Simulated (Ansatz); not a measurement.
## SnTe in Ansatz: the effect of functional

The system is SnTe.

```
Te Sn
1.0
     0.00000    3.68197    3.68197
     3.68197    0.00000    3.68197
     3.68197    3.68197    0.00000
Te Sn
1 1
Direct
  0.25000 0.25000 0.25000
  0.00000 0.00000 0.00000
```

Measurements of this composition are mostly on another form, of space group No. 225.

The cell isn't the ideal one: volume scaled by 1.06.

Alike in all runs:

| Quantity | Value |
| --- | --- |
| Program | Ansatz 0.2.0 |
| Task | single point |
| Potentials or basis | Ansatz PAW |
| k mesh | 7 × 7 × 7 |
| Occupations | fermi-dirac, width 0.05 eV |
| Spin | no spin polarisation |

**Question.** One run gave: gap on the mesh 0.38 eV; pressure -3.2 GPa. Which functional did it use?
A. r2SCAN
B. LDA
C. PBEsol

**Answer.** B.

```tsv
functional	cutoff	gap on the mesh (eV)	pressure (GPa)
LDA	420 eV (not typed: the program's choice for these potentials)	0.38	-3.2
PBEsol	420 eV (not typed: the program's choice for these potentials)	0.41	-2.5
r2SCAN	500 eV (not typed: the program's choice for these potentials)	0.54	-1.8
```

Caveats: odd divisions of the mesh miss points on the zone boundary, where band edges often lie, so the gap on the mesh can be too wide; spin-orbit coupling is left out, which moves the levels of the heavy elements; the PAW data sets come from PBE, with cores solved anew for the run's functional, which leaves a small shift of forces and pressure.

A k mesh can miss the band edges.

Runs at the PBE level aren't shown here.
